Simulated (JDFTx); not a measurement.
SnSe2:

```
CELL_PARAMETERS angstrom
3.81100 0.00000 0.00000
-1.90550 3.30042 0.00000
0.00000 0.00000 6.13600
ATOMIC_POSITIONS crystal
Sn 0.00000 0.00000 0.00000
Se 0.66667 0.33333 0.75100
Se 0.33333 0.66667 0.24900
```

* Program: JDFTx 1.7.0 (patched build)
* Task: single point
* Functional: PBE
* Potentials or basis: PseudoDojo-SR-PBE-0.5-standard
* Cutoff: 1170 eV
* Density cutoff: 9361 eV
* k mesh: 8 × 8 × 5
* Occupations: fermi-dirac, width 0.05 eV
* Spin: no spin polarisation

On this cell: pressure 5.7 GPa; largest force 0.818 eV/Å; band gap on the k mesh 0.79 eV, indirect (least direct gap 1.06 eV).

The same run follows on a disturbed copy (atoms moved at random, drawn with an rms of 0.05 Å):

```xyz
3
Lattice="3.8110 0.0000 0.0000 -1.9055 3.3004 0.0000 0.0000 0.0000 6.1360" Properties=species:S:1:pos:R:3 pbc="T T T"
Sn   -0.0040   -0.0133   -0.0115
Se    1.8972    1.1299    4.5987
Se   -0.0040    2.2062    1.5534
```

Q: What does the disturbed cell give?

A: The energy moves by -6.0 meV/atom; pressure 5.1 GPa; largest force 0.820 eV/Å; band gap on the k mesh 0.72 eV, indirect (least direct gap 1.06 eV).

Forces in eV/Å, atoms in the order of the input:
```
Sn  -0.013  0.216  0.326
Se   0.017 -0.179 -0.800
Se  -0.004 -0.038  0.474
```

Stress tensor (GPa, compression positive):
```
 4.65  0.02 -0.05
 0.02  4.90  0.38
-0.05  0.38  5.66
```

Caveats: spin-orbit coupling is left out, which moves the levels of the heavy elements; an odd mesh through Γ misses points on the zone boundary, where band edges often lie; this functional lacks dispersion, which binds the layers, so the pressure and a relaxed spacing across them are unreliable (some runs).
